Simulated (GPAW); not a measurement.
# GaN (F-43m) in GPAW: equation of state with RPBE+D4

Aim: the equation of state of GaN with RPBE+D4.

Everything below comes from runs of GPAW 26.7.0. Logs are shortened: lines on timing, memory, paths and dates and some standing lists are left out, and cuts for length are marked. The log counts tension as positive stress, the text compression.

**1. Starting point**

Symmetry: F-43m, No. 216, cubic system. The conventional cell has a = 4.507 Å, b = 4.507 Å, c = 4.507 Å, α = 90.00°, β = 90.00°, γ = 90.00°. Ga (site symmetry -43m) is surrounded by 4 N at 1.95 Å. N (site symmetry -43m) has 4 Ga at 1.95 Å as nearest neighbours.

The cell is a database's computed one.

**2. Equation of state, RPBE+D4**

Contents of run.py:

```python
from ase.calculators.mixing import SumCalculator
from ase.eos import EquationOfState
from ase.io import Trajectory, read
from ase.units import GPa
from dftd4.ase import DFTD4
from gpaw import GPAW, PW

atoms = read('POSCAR')

traj = Trajectory('eos.traj', 'w')
volumes, energies = [], []
for x in [0.94, 0.96, 0.98, 1.0, 1.02, 1.04, 1.06]:
    a = atoms.copy()
    a.set_cell(atoms.cell * x**(1 / 3), scale_atoms=True)
    calc = GPAW(mode=PW(800),
                xc='RPBE',
                kpts={'size': (10, 10, 10), 'gamma': True},
                occupations={'name': 'fermi-dirac', 'width': 0.05},
                nbands=11,
                convergence={'density': 1e-05, 'energy': 1e-05},
                maxiter=150,
                txt=f'eos-{x:.2f}.txt')
    a.calc = SumCalculator([calc, DFTD4(method='rpbe')])
    energies.append(a.get_potential_energy())
    volumes.append(a.get_volume())
    p = -a.get_stress()[:3].mean() / GPa
    calc.write(f'eos-{x:.2f}.gpw')
    traj.write(a)
    print(f'{x:.2f} {volumes[-1]:10.4f} A^3 {energies[-1]:14.6f} eV {p:9.3f} GPa', flush=True)

v0, e0, B = EquationOfState(volumes, energies, eos='birchmurnaghan').fit()
print(f'V0 = {v0:.4f} A^3, E0 = {e0:.6f} eV, B0 = {B / GPa:.2f} GPa')
```

Contents of POSCAR:

```
GaN
1.0
    0.0000000000      2.2535006075      2.2535006075
    2.2535006075      0.0000000000      2.2535006075
    2.2535006075      2.2535006075      0.0000000000
Ga N
1 1
Direct
    0.0000000000      0.0000000000      0.0000000000
    0.2500000000      0.2500000000      0.2500000000
```

Potentials or basis: the program's PAW data sets (release 1.2.1) made for this functional, pw.

On the command line:

```bash
$ OMP_NUM_THREADS=1 python run.py
```

Log:

```text
__  _  _
 | _ |_)|_||  |
 |__||  | ||/\| - 26.7.0

Input parameters:
  mode=PW(ecut=800.0),
  convergence={'density': 1e-05, 'energy': 1e-05},
  kpts=MonkhorstPack(size=(10, 10, 10), gamma=True),
  maxiter=150,
  nbands=11,
  occupations=Occupations(name='fermi-dirac', width=0.05),
  xc=XC(name='RPBE')

Diagonalizing LCAO Hamiltonian
Converting LCAO to pw mode

           N
       Ga

Atoms  # Å, Bohr magnetons
|   | symbol |        x |        y |        z |    initial magnetic moments |
|---|--------|----------|----------|----------|-----------------------------|
| 0 |     Ga | 0.000000 | 0.000000 | 0.000000 | ( 0.0000,  0.0000,  0.0000) |
| 1 |      N | 1.103749 | 1.103749 | 1.103749 | ( 0.0000,  0.0000,  0.0000) |

Unit cell  # Å
| periodic |        x |        y |        z |  lengths |    angles |
|----------|----------|----------|----------|----------|-----------|
|      yes | 0.000000 | 2.207498 | 2.207498 | 3.121873 | 60.000000 |
|      yes | 2.207498 | 0.000000 | 2.207498 | 3.121873 | 60.000000 |
|      yes | 2.207498 | 2.207498 | 0.000000 | 3.121873 | 60.000000 |

Number of symmetries: 24
Symmetry operations  # r_c * U_cc + t_c -> r_c
|    | kind |            matrix            |
|----|------|------------------------------|
|  0 |  E   |  1, 0, 0,  0, 1, 0,  0, 0, 1 |
|  1 |  σ   |  1, 0, 0,  0, 0, 1,  0, 1, 0 |
|  2 |  σ   |  1, 0,-1,  0, 1,-1,  0, 0,-1 |
|  3 |  C3  |  1, 0,-1,  0, 0,-1,  0, 1,-1 |
|  4 |  C3  |  1,-1, 0,  0,-1, 1,  0,-1, 0 |
|  5 |  σ   |  1,-1, 0,  0,-1, 0,  0,-1, 1 |
|  6 |  σ   |  0, 1, 0,  1, 0, 0,  0, 0, 1 |
|  7 |  C3  |  0, 1, 0,  0, 0, 1,  1, 0, 0 |
|  8 |  C2  |  0, 1,-1,  1, 0,-1,  0, 0,-1 |
|  9 |  S4  |  0, 1,-1,  0, 0,-1,  1, 0,-1 |
| 10 |  C3  |  0, 0, 1,  1, 0, 0,  0, 1, 0 |
| 11 |  σ   |  0, 0, 1,  0, 1, 0,  1, 0, 0 |
| 12 |  S4  |  0, 0,-1,  1, 0,-1,  0, 1,-1 |
| 13 |  C3  |  0, 0,-1,  0, 1,-1,  1, 0,-1 |
| 14 |  S4  |  0,-1, 1,  1,-1, 0,  0,-1, 0 |
| 15 |  C2  |  0,-1, 1,  0,-1, 0,  1,-1, 0 |
| 16 |  C3  |  0,-1, 0,  1,-1, 0,  0,-1, 1 |
| 17 |  S4  |  0,-1, 0,  0,-1, 1,  1,-1, 0 |
| 18 |  S4  | -1, 1, 0, -1, 0, 1, -1, 0, 0 |
| 19 |  C3  | -1, 1, 0, -1, 0, 0, -1, 0, 1 |
| 20 |  C3  | -1, 0, 1, -1, 1, 0, -1, 0, 0 |
| 21 |  S4  | -1, 0, 1, -1, 0, 0, -1, 1, 0 |
| 22 |  σ   | -1, 0, 0, -1, 1, 0, -1, 0, 1 |
| 23 |  C2  | -1, 0, 0, -1, 0, 1, -1, 1, 0 |

BZ-sampling:
  Number of BZ points: 1000
  Number of IBZ points: 47

  Monkhorst-Pack size: [10, 10, 10]
  Monkhorst-Pack shift: [0.05, 0.05, 0.05]

K-points  # in reciprocal-cell coordinates
|     |                                coordinates |     weight |
|-----|--------------------------------------------|------------|
|   0 | (  0.00000000,   0.00000000,   0.00000000) | 0.00100000 |
|   1 | (  0.10000000,   0.10000000,   0.00000000) | 0.00600000 |
|   2 | (  0.10000000,   0.10000000,   0.10000000) | 0.00800000 |
|   3 | (  0.20000000,   0.10000000,   0.10000000) | 0.01200000 |
|   4 | (  0.20000000,   0.20000000,   0.00000000) | 0.00600000 |
|   5 | (  0.20000000,   0.20000000,   0.10000000) | 0.02400000 |
|   6 | (  0.20000000,   0.20000000,   0.20000000) | 0.00800000 |
|   7 | (  0.30000000,   0.20000000,   0.10000000) | 0.02400000 |
|   8 | (  0.30000000,   0.20000000,   0.20000000) | 0.02400000 |
|   9 | (  0.30000000,   0.30000000,   0.00000000) | 0.00600000 |
| ... |                                            |            |
|  46 | (  0.50000000,   0.50000000,   0.50000000) | 0.00400000 |

Plane wave coefficients: 1117
Cutoff: 800.0 eV

Spin-components: 1 (collinear spins)
Bands:           11
Projectors:      10
Spin-degeneracy: 2
Datatype:        complex128

Parallelization:
  kpt:    1
  domain: 1
  band:   1

Density:
  Valence electrons: 8.0
  Components: 1
  Grid points: [21 21 21]
  Charge: 0.0  # |e|

Potential:
  Grid points: [21 21 21]

species:
  Ga:
    name:    Gallium
    Z:       31.0
    valence: 3
    core:    28
    charge:  0.0  # [|e|]
    compensation charges:
      type: gauss
      rc: 0.37  # [Å]
      lmax: 2
    cutoffs:
      filter: 2.06  # [Å]
      core: 4.17  # [Å]
    projectors
    | kind |    occ | energy [eV] | rcut [Å] |
    |------|--------|-------------|----------|
    |   4s |  2.000 |      -8.878 |    1.164 |
    |   4p |  1.000 |      -2.543 |    1.164 |
    |    s |        |      18.334 |    1.164 |
    |    p |        |      24.668 |    1.164 |
    |    d |        |       0.000 |    1.164 |

    Using partial waves for Ga as LCAO basis

  N:
    name:    Nitrogen
    Z:       7.0
    valence: 5
    core:    2
    charge:  0.0  # [|e|]
    compensation charges:
      type: gauss
      rc: 0.18  # [Å]
      lmax: 2
    cutoffs:
      filter: 1.11  # [Å]
      core: 0.96  # [Å]
    projectors
    | kind |    occ | energy [eV] | rcut [Å] |
    |------|--------|-------------|----------|
    |   2s |  2.000 |     -18.658 |    0.603 |
    |   2p |  3.000 |      -7.050 |    0.529 |
    |    s |        |       8.553 |    0.603 |
    |    p |        |      20.161 |    0.529 |
    |    d |        |       0.000 |    0.577 |

    Using partial waves for N as LCAO basis

Reference energy: -54374.263960  # eV

eigensolver:
  PPCG
  Converge bands: occupied
  niter=2

density mixing:
  MSR1-Mixer
  Pratt-step length: 0.05
  Maximum mixing coefficient: 0.75
  Old densities: 10
  SVD Regularization: 0.005
  Good broyden scale: 1.0
  Trust region scale: 1.0
  Backstep threshold: 4.0
  History deletion threshold: 6.0
  Fourier metric: weight=20.0, sigma=0.015

occupation numbers:
  Fermi-Dirac:
    width: 0.0500  # eV

poisson solver:
  ecut: 6400.0  # eV

xc functional:
  name: RPBE with 2 nearest neighbor stencil

convergence criteria:
- Maximum integral of absolute [dens]ity change: 1e-05 electrons / valence electron
- Maximum [total energy] change in last 3 cyles: 1e-05 eV / valence electron
- Maximum integral of absolute [eigenst]ate change: 4e-08 eV^2 / valence electron
maximum number of iterations: 150

SCF iterations
|iter     | |      energy | eigst |  dens |
|---------|-|-------------|-------|-------|
|iter:   1| |  -12.909659 | -0.14 |       |
|iter:   2| |  -12.404616 | -2.00 | -0.56 |
|iter:   3| |  -10.999780 | -0.63 | -0.62 |
|iter:   4| |  -11.007088 | -3.06 | -1.30 |
|iter:   5| |  -11.012045 | -3.30 | -1.57 |
|iter:   6| |  -11.012099 | -5.30 | -2.81 |
|iter:   7| |  -11.012123c| -5.92 | -3.13 |
|iter:   8| |  -11.012123c| -7.96c| -4.26 |
|iter:   9| |  -11.012123c| -7.70c| -4.68 |
|iter:  10| |  -11.012123c| -8.86c| -5.70c|

Converged in 10 steps
Energy contributions relative to reference atoms: (reference = -54374.263960)

Energy contributions:
  Kinetic:          45.800689
  Coulomb:         -39.678276
  Zero:              0.154999
  External:          0.000000
  Xc:              -17.289535
  Entropy:          -0.000000
  Spinorbit:         0.000000
  ----------------------------
  Free energy:     -11.012123
  Extrapolated:    -11.012123

dipole moment: (-12.318920, -12.318920, -12.318920)  # |e|*Ang

Fermi level: 8.592
Eigenvalues  # (at kpt = [0.000, 0.000, 0.000])
| band index |      eig [eV] | occ [0-2] |
|------------|---------------|-----------|
|          0 |        -9.141 |     2.000 |
|          1 |         7.290 |     2.000 |
|          2 |         7.290 |     2.000 |
|          3 |         7.290 |     2.000 |
|          4 |         9.561 |     0.000 |
|          5 |        18.186 |     0.000 |
|          6 |        18.186 |     0.000 |
|          7 |        18.186 |     0.000 |
|          8 |        26.006 |     0.000 |
|          9 |        26.167 |     0.000 |
|         10 |        26.187 |     0.000 |

Gap: 2.271 eV
Transition (v -> c):
  (s=0, k=0, n=3, [0.00, 0.00, 0.00]) -> (s=0, k=0, n=4, [0.00, 0.00, 0.00])
No difference between direct/indirect transitions

Stress tensor  # eV/Ang^3
|         x |         y |         z |
|-----------|-----------|-----------|
| -0.214139 |  0.000000 |  0.000000 |
|  0.000000 | -0.214139 | -0.000000 |
|  0.000000 | -0.000000 | -0.214139 |

# Writing to eos-0.94.gpw (mode='')
```

Run time: 2 min. Hardware: 1 thread of Arm Neoverse V1, shared host; peak memory 0.22 GiB.

What came out:

- Equilibrium volume: 11.73 Å³/atom
- Bulk modulus: 196 GPa
- Pressure derivative of the bulk modulus: 4.7

Energy against volume, from the lowest point:
```
volume (Å³/atom)  energy (meV/atom)
          10.757              57.44
          10.986              32.08
          11.215              14.64
          11.444               4.21
          11.673               0.00
          11.902               1.40
          12.131               7.89
```

Caveat: the data sets keep Ga 3d, Li 1s and Be 1s frozen, and some such compounds lay over 1.5 % in volume off other programs.
